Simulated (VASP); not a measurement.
# Al (Fm-3m) in VASP: further runs

One crystal, Al, is run at these levels: PBE+D3(BJ); tasks: relaxation of cell and atoms, relaxation of the atoms.

All numbers are computed with VASP 6.6.1; they aren't measurements. Logs are shortened: lines on timing, memory, paths and dates and some standing lists are left out, and cuts for length are marked.

## 1. Starting point

Symmetry: Fm-3m, No. 225, cubic system. The conventional cell has a = 3.982 Å, b = 3.982 Å, c = 3.982 Å, α = 90.00°, β = 90.00°, γ = 90.00°. Around Al (site symmetry m-3m) lie 12 Al at 2.82 Å.

## 2. Relaxation of cell and atoms, PBE+D3(BJ)

Contents of INCAR:

```
PREC = Accurate
ENCUT = 600
EDIFF = 1E-7
ISMEAR = 1
SIGMA = 0.1
LREAL = F
LASPH = T
NELM = 80
ALGO = Normal
ISIF = 3
LWAVE = F
LCHARG = F
GGA = PE
IVDW = 12
IBRION = 2
NSW = 90
EDIFFG = -0.005
```

Contents of KPOINTS:

```
regular mesh
0
Gamma
  16 16 16
```

Contents of POSCAR:

```
Al                                      
1.0
   -0.0000000000      1.9912374409      1.9912374409
    1.9912374409     -0.0000000000      1.9912374409
    1.9912374409      1.9912374409     -0.0000000000
  Al            
     1
Direct
     0.0000000000000000    0.0000000000000000    0.0000000000000000
```

Potentials or basis: VASP PAW PBE potentials, release 64 (Al).

Started as:

```console
$ cat potpaw_PBE.64/Al/POTCAR > POTCAR
$ mpirun -np 1 vasp_std > vasp.out
```

OUTCAR:

```text
PREC = Accurate
   ENCUT = 600
   EDIFF = 1E-7
   ISMEAR = 1
   LREAL = F
   LASPH = T
   NELM = 80
   ISIF = 3
   GGA = PE
   IVDW = 12
   IBRION = 2
   NSW = 90
   EDIFFG = -0.005
 IVDW          = 12

 ion  position               nearest neighbor table
   1  0.000  0.000  0.000-

  LATTYP: Found a face centered cubic cell.
 ALAT       =     3.9824748818

  Lattice vectors:

 A1 = (   0.0000000000,   1.9912374409,   1.9912374409)
 A2 = (   1.9912374409,   0.0000000000,   1.9912374409)
 A3 = (   1.9912374409,   1.9912374409,   0.0000000000)

Analysis of symmetry for initial positions (statically):
=====================================================================
 Subroutine PRICEL returns:
 Original cell was already a primitive cell.

 Routine SETGRP: Setting up the symmetry group for a
 face centered cubic supercell.

 Subroutine GETGRP returns: Found 48 space group operations
 (whereof 48 operations were pure point group operations)
 out of a pool of 48 trial point group operations.

The static configuration has the point symmetry O_h .

Analysis of symmetry for dynamics (positions and initial velocities):
=====================================================================
 Subroutine PRICEL returns:
 Original cell was already a primitive cell.

 Routine SETGRP: Setting up the symmetry group for a
 face centered cubic supercell.

 Subroutine GETGRP returns: Found 48 space group operations
 (whereof 48 operations were pure point group operations)
 out of a pool of 48 trial point group operations.

The dynamic configuration has the point symmetry O_h .

 Subroutine INISYM returns: Found 48 space group operations
 (whereof 48 operations are pure point group operations),
 and found     1 'primitive' translations

----------------------------------------------------------------------------------------

                                     Primitive cell

  volume of cell :      15.7906

  direct lattice vectors                    reciprocal lattice vectors
     0.000000000  1.991237441  1.991237441    -0.251100140  0.251100140  0.251100140
     1.991237441  0.000000000  1.991237441     0.251100140 -0.251100140  0.251100140
     1.991237441  1.991237441  0.000000000     0.251100140  0.251100140 -0.251100140

  length of vectors
     2.816034995  2.816034995  2.816034995     0.434918200  0.434918200  0.434918200

  position of ions in fractional coordinates (direct lattice)
     0.000000000  0.000000000  0.000000000

  ion indices of the primitive-cell ions
   primitive index   ion index
[... 75 lines left out ...]
   EDIFFG = -.5E-02   stopping-criterion for IOM
   NSW    =     90    number of steps for IOM
   IBRION =      2    ionic relax: 0-MD 1-quasi-New 2-CG
   NFREE  =      1    steps in history (QN), initial steepest desc. (CG)
   ISIF   =      3    stress and relaxation
   ISYM   =      2    0-nonsym 1-usesym 2-fastsym
   POTIM  = 0.5000    time-step for ionic-motion
   TEBEG  =    0.0;   TEEND  =   0.0 temperature during run
   PSTRESS=    0.0 pullay stress
   NELECT =       3.0000    total number of electrons
   NUPDOWN=      -1.0000    fix difference up-down
   EMIN   =  10.00;   EMAX   =-10.00  energy-range for DOS
   EFERMI =   0.00;   METHOD = LEGACY
   ISMEAR =     1;   SIGMA  =   0.10  broadening in eV -4-tet -1-fermi 0-gaus
   EFERMI_NEDOS =   21; number of points for ismear=-14 and -15
   IALGO  =     38    algorithm
   IMIX   =      4    mixing-type and parameters
     AMIX     =   0.40;   BMIX     =  1.00
     AMIX_MAG =   1.60;   BMIX_MAG =  1.00
  volume/ion in A,a.u.               =      15.79       106.56
  Fermi-wavevector in a.u.,A,eV,Ry     =   0.941128  1.778475 12.050988  0.885723
  Thomas-Fermi vector in A             =   2.068609
   LORBIT       =      0    0 simple, 1 ext, 2 COOP (PROOUT), +10 PAW based schemes
   GGA     = PE    functional components
   LHFCALC =     F    Hartree Fock is set to
   AEXX    =    0.0000 exact exchange contribution
   IVDW    =    12    specifies the selected vdW correction
   LEPSILON=     F    determine dielectric tensor
   LRPA    =     F    only Hartree local field effects (RPA)
 conjugate gradient relaxation of ions
 non-spin polarized calculation
 Methfessel and Paxton  Order N= 1 SIGMA  =   0.10
  energy-cutoff  :      600.00
  volume of cell :       15.79
 maximum number of plane-waves:       544
   NGX = 11   NGY = 11   NGZ = 11

 number of electron       3.0000000 magnetization

 Free energy of the ion-electron system (eV)
  ---------------------------------------------------
  ext. energy  EPLUGINS =         0.00000000
  ---------------------------------------------------
  free energy    TOTEN  =        -3.74393845 eV

  energy without entropy =       -3.74428686  energy(sigma->0) =       -3.74405458

 E-fermi :   8.4903     XC(G=0): -10.3567

 val. band max:        8.4536544313   @ k =  -0.2500   0.3125   0.1250
 cond. band min:       8.5570090673   @ k =  -0.2500   0.5000   0.2500
 fundamental gap:      0.1033546360
 Fermi energy:         8.4903178742

 k-point     1 :       0.0000    0.0000    0.0000
  band No.  band energies     occupation
      1      -2.9755      2.00000
      2      21.3319      0.00000
      3      21.3319      0.00000
      4      21.3319      0.00000
      5      23.1631      0.00000
[... 177 lines left out ...]
 k-point    24 :      -0.0625    0.0625    0.0000
  band No.  band energies     occupation
      1      -2.6842      2.00000
      2      18.4507      0.00000
      3      19.2786      0.00000
      4      21.6157      0.00000
      5      23.3527      0.00000

 [... further k-points ...]

------------------------ aborting loop because EDIFF is reached ----------------------------------------

 Edisp (eV)   -0.35206

 E8    (eV) :    -0.1575

  FORCE on cell =-STRESS in cart. coord.  units (eV):
  Direction    XX          YY          ZZ          XY          YZ          ZX
  --------------------------------------------------------------------------------------
  -------------------------------------------------------------------------------------
  Total       0.00109     0.00109     0.00109    -0.00000     0.00000    -0.00000
  in kB       0.11033     0.11033     0.11033    -0.00000     0.00000    -0.00000
  external pressure =        0.11 kB  Pullay stress =        0.00 kB

 VOLUME and BASIS-vectors are now :
 -----------------------------------------------------------------------------
  energy-cutoff  :      600.00
  volume of cell :       15.79
      direct lattice vectors                 reciprocal lattice vectors
     0.000000000  1.991237441  1.991237441    -0.251100140  0.251100140  0.251100140
     1.991237441  0.000000000  1.991237441     0.251100140 -0.251100140  0.251100140
     1.991237441  1.991237441  0.000000000     0.251100140  0.251100140 -0.251100140

 POSITION                                       TOTAL-FORCE (eV/Angst)
 -----------------------------------------------------------------------------------
      0.00000      0.00000      0.00000         0.000000      0.000000      0.000000
 -----------------------------------------------------------------------------------
    total drift:                                0.000000     -0.000000      0.000000

  FREE ENERGIE OF THE ION-ELECTRON SYSTEM (eV)
  ---------------------------------------------------
  free  energy   TOTEN  =        -4.0959960788 eV

  energy  without entropy=       -4.0963444956  energy(sigma->0) =       -4.09611222

 reached required accuracy - stopping structural energy minimisation
```

OSZICAR:

```text
N       E                     dE             d eps       ncg     rms          rms(c)
DAV:   1    -0.122717382676E+01   -0.12272E+01   -0.93971E+02  1475   0.379E+02
DAV:   2    -0.374658848882E+01   -0.25194E+01   -0.23134E+01  1865   0.344E+01
DAV:   3    -0.376716036283E+01   -0.20572E-01   -0.20568E-01  1830   0.379E+00
DAV:   4    -0.376722977009E+01   -0.69407E-04   -0.69407E-04  2010   0.224E-01
DAV:   5    -0.376723016404E+01   -0.39395E-06   -0.39461E-06  1865   0.134E-02    0.138E+00
DAV:   6    -0.375375847766E+01    0.13472E-01   -0.14400E-03  1810   0.292E-01    0.800E-01
DAV:   7    -0.374394344644E+01    0.98150E-02   -0.43832E-03  1665   0.474E-01    0.153E-01
DAV:   8    -0.374394034555E+01    0.31009E-05   -0.22797E-05  1885   0.516E-02    0.109E-02
DAV:   9    -0.374393882309E+01    0.15225E-05   -0.88090E-07  1835   0.678E-03    0.105E-03
DAV:  10    -0.374393850460E+01    0.31849E-06   -0.44416E-09  1490   0.775E-04    0.997E-04
DAV:  11    -0.374393844538E+01    0.59216E-07   -0.20714E-10   965   0.145E-04
   1 F= -.40959961E+01 E0= -.40961122E+01  d E =-.409600E+01
```

Run time: 3.7 s. Hardware: 1 thread of Intel Xeon 6975P-C (Granite Rapids), shared host; peak memory 0.15 GiB.

What came out:

```
Free energy                : -4.0960 eV
Pressure after relaxing    : 0.0 GPa
Band gap on the k mesh     : none (metal or under the smearing width)
Dispersion energy per atom : -0.352 eV
```

Final structure:
```
Al
1.0
     0.00000    1.99124    1.99124
     1.99124    0.00000    1.99124
     1.99124    1.99124    0.00000
Al
1
Direct
  0.00000 0.00000 0.00000
```

Levels at points of the mesh, in eV from the Fermi level:
```
           k point  band 1  band 2  band 3  band 4  band 5
(0.00, 0.00, 0.00)  -11.47   12.84   12.84   12.84   14.67
(0.50, 0.00, 0.00)   -4.79   -4.46   11.64   11.64   11.86
(0.50, 0.50, 0.00)   -3.05   -1.64    5.24    5.78    5.78
```

Caveat: the relaxation stopped at its first step, so nothing moved; pairwise dispersion overbinds metals, which lowers pressure and volume.

## 3. Relaxation of the atoms, PBE+D3(BJ) (a relaxed cell with its volume scaled by 0.94)

Changes to INCAR since step 2:

```diff
@@ -9,3 +9,3 @@
 ALGO = Normal
-ISIF = 3
+ISIF = 2
 LWAVE = F
@@ -15,3 +15,3 @@
 IBRION = 2
-NSW = 90
-EDIFFG = -0.005
+NSW = 40
+EDIFFG = -0.01
```

KPOINTS is that of step 2.

Contents of POSCAR:

```
Al                                      
1.0
    0.0000000000      1.9505885363      1.9505885363
    1.9505885363      0.0000000000      1.9505885363
    1.9505885363      1.9505885363      0.0000000000
  Al            
     1
Direct
     0.0000000000000000    0.0000000000000000    0.0000000000000000
```

Potentials or basis: VASP PAW PBE potentials, release 64 (Al).

Started as:

```console
$ cat potpaw_PBE.64/Al/POTCAR > POTCAR
$ mpirun -np 1 vasp_std > vasp.out
```

Run time: 3.8 s. Hardware: 1 thread of Intel Xeon 6975P-C (Granite Rapids), shared host; peak memory 0.15 GiB.

It converged, with:

```
Free energy                : -4.0786 eV
Pressure after relaxing    : 6.2 GPa
Band gap on the k mesh     : none (metal or under the smearing width)
Dispersion energy per atom : -0.376 eV
```

Final structure:
```
CELL_PARAMETERS angstrom
0.00000 1.95059 1.95059
1.95059 0.00000 1.95059
1.95059 1.95059 0.00000
ATOMIC_POSITIONS crystal
Al 0.00000 0.00000 0.00000
```

Levels at points of the mesh, in eV from the Fermi level:
```
           k point  band 1  band 2  band 3  band 4  band 5
(0.00, 0.00, 0.00)  -11.91   13.20   13.20   13.20   15.53
(0.50, 0.00, 0.00)   -5.04   -4.55   11.94   11.94   12.57
(0.50, 0.50, 0.00)   -3.20   -1.66    5.26    6.09    6.09
```

Caveat: the relaxation stopped at its first step, so nothing moved; pairwise dispersion overbinds metals, which lowers pressure and volume.

## 4. Relaxation of the atoms, PBE+D3(BJ) (a relaxed cell with its volume scaled by 0.96)

INCAR is that of step 3.

KPOINTS is that of step 3.

Contents of POSCAR:

```
Al                                      
1.0
    0.0000000000      1.9643255278      1.9643255278
    1.9643255278      0.0000000000      1.9643255278
    1.9643255278      1.9643255278      0.0000000000
  Al            
     1
Direct
     0.0000000000000000    0.0000000000000000    0.0000000000000000
```

Potentials or basis: VASP PAW PBE potentials, release 64 (Al).

Started as:

```console
$ cat potpaw_PBE.64/Al/POTCAR > POTCAR
$ mpirun -np 1 vasp_std > vasp.out
```

OUTCAR:

```text
PREC = Accurate
   ENCUT = 600
   EDIFF = 1E-7
   ISMEAR = 1
   LREAL = F
   LASPH = T
   NELM = 80
   ISIF = 2
   GGA = PE
   IVDW = 12
   IBRION = 2
   NSW = 40
   EDIFFG = -0.01
 IVDW          = 12

 ion  position               nearest neighbor table
   1  0.000  0.000  0.000-

  LATTYP: Found a face centered cubic cell.
 ALAT       =     3.9286510556

  Lattice vectors:

 A1 = (   0.0000000000,   1.9643255278,   1.9643255278)
 A2 = (   1.9643255278,   0.0000000000,   1.9643255278)
 A3 = (   1.9643255278,   1.9643255278,   0.0000000000)

Analysis of symmetry for initial positions (statically):
=====================================================================
 Subroutine PRICEL returns:
 Original cell was already a primitive cell.

 Routine SETGRP: Setting up the symmetry group for a
 face centered cubic supercell.

 Subroutine GETGRP returns: Found 48 space group operations
 (whereof 48 operations were pure point group operations)
 out of a pool of 48 trial point group operations.

The static configuration has the point symmetry O_h .

Analysis of symmetry for dynamics (positions and initial velocities):
[... 159 lines left out ...]

 E-fermi :   8.9314     XC(G=0): -10.5073

 val. band max:        8.9278854099   @ k =  -0.2500   0.5000   0.2500
 cond. band min:       9.0437739619   @ k =   0.5000   0.2500   0.1250
 fundamental gap:      0.1158885520
 Fermi energy:         8.9314241160

 k-point     1 :       0.0000    0.0000    0.0000
  band No.  band energies     occupation
      1      -2.8200      2.00000
      2      22.0135      0.00000
      3      22.0135      0.00000
      4      22.0135      0.00000
      5      24.1718      0.00000
[... 177 lines left out ...]
 k-point    24 :      -0.0625    0.0625    0.0000
  band No.  band energies     occupation
      1      -2.5208      2.00000
      2      19.1076      0.00000
      3      20.0166      0.00000
      4      22.3053      0.00000
      5      24.3745      0.00000

 [... further k-points ...]

------------------------ aborting loop because EDIFF is reached ----------------------------------------

 Edisp (eV)   -0.36735

 E8    (eV) :    -0.1645

  FORCE on cell =-STRESS in cart. coord.  units (eV):
  Direction    XX          YY          ZZ          XY          YZ          ZX
  --------------------------------------------------------------------------------------
  -------------------------------------------------------------------------------------
  Total       0.36969     0.36969     0.36969    -0.00000     0.00000    -0.00000
  in kB      39.07328    39.07328    39.07328    -0.00000     0.00000    -0.00000
  external pressure =       39.07 kB  Pullay stress =        0.00 kB

 VOLUME and BASIS-vectors are now :
 -----------------------------------------------------------------------------
  energy-cutoff  :      600.00
  volume of cell :       15.16
      direct lattice vectors                 reciprocal lattice vectors
     0.000000000  1.964325528  1.964325528    -0.254540295  0.254540295  0.254540295
     1.964325528  0.000000000  1.964325528     0.254540295 -0.254540295  0.254540295
     1.964325528  1.964325528  0.000000000     0.254540295  0.254540295 -0.254540295

 POSITION                                       TOTAL-FORCE (eV/Angst)
 -----------------------------------------------------------------------------------
      0.00000      0.00000      0.00000         0.000000      0.000000      0.000000
 -----------------------------------------------------------------------------------
    total drift:                                0.000000     -0.000000     -0.000000

  FREE ENERGIE OF THE ION-ELECTRON SYSTEM (eV)
  ---------------------------------------------------
  free  energy   TOTEN  =        -4.0885157563 eV

  energy  without entropy=       -4.0886929254  energy(sigma->0) =       -4.08857481

 reached required accuracy - stopping structural energy minimisation
```

CONTCAR:

```text
Al
   1.00000000000000
     0.0000000000000000    1.9643255278000000    1.9643255278000000
     1.9643255278000000    0.0000000000000000    1.9643255278000000
     1.9643255278000000    1.9643255278000000    0.0000000000000000
  Al
     1
Direct
     0.0000000000000000    0.0000000000000000    0.0000000000000000

  0.00000000E+00  0.00000000E+00  0.00000000E+00
```

It took 3.9 s on 1 thread of Intel Xeon 6975P-C (Granite Rapids), shared host; peak memory 0.15 GiB.

What came out:

* Free energy: -4.0885 eV
* Pressure after relaxing: 3.9 GPa
* Band gap on the k mesh: none (metal or under the smearing width)
* Dispersion energy per atom: -0.367 eV

Final structure:
```xyz
1
Lattice="0.0000 1.9643 1.9643 1.9643 0.0000 1.9643 1.9643 1.9643 0.0000" Properties=species:S:1:pos:R:3 pbc="T T T"
Al    0.0000    0.0000    0.0000
```

Levels at points of the mesh, in eV from the Fermi level:
```tsv
k point	band 1	band 2	band 3	band 4	band 5
(0.00, 0.00, 0.00)	-11.75	13.08	13.08	13.08	15.24
(0.50, 0.00, 0.00)	-4.95	-4.52	11.84	11.84	12.33
(0.50, 0.50, 0.00)	-3.15	-1.65	5.26	5.99	5.99
```

Caveat: the relaxation stopped at its first step, so nothing moved; pairwise dispersion overbinds metals, which lowers pressure and volume.

(Part 1 of 2 ends here.)
